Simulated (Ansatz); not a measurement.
Runs of Ansatz 0.2.0 on HgTe. Symmetry: I-4m2, No. 119, tetragonal system. The conventional cell has a = 6.091 Å, b = 6.091 Å, c = 3.119 Å, α = 90.00°, β = 90.00°, γ = 90.00°. Hg (site symmetry -4m2) is surrounded by 2 Hg at 3.12 Å and 4 Te at 3.14 Å. Around Te (site symmetry -4m2) lie 2 Te at 3.12 Å and 4 Hg at 3.14 Å. Measurements of this composition are mostly on another form, of space group No. 216.

```tsv
screening (1/Å)	gap on the mesh (eV)	pressure (GPa)
0.15	none	-1.6
0.2	none	(a)
0.3	none	(b)
0.6	none	-0.5
0.4	none	-0.9
```

Alike in all rows: task single point; level HSE06 form with a typed share of exact exchange; potentials or basis Ansatz PAW; no spin polarisation; cell as given; k mesh 5 × 5 × 5; cutoff (eV) 420; smearing fermi-dirac 0.05 eV; the mesh is coarse, so values aren't converged.

**Question.** Estimate the missing entries.

**Answer.** (a) -1.5; (b) -1.2.

Caveats: all runs use coarse meshes; the PAW data sets come from PBE, with cores solved anew for the run's functional, which leaves a small shift of forces and pressure; the thresholds are loose for stress.

A k mesh can miss the band edges, and the runs leave out spin-orbit coupling on Hg, Te.

A gap of «none» marks a metal or a gap under the smearing width.
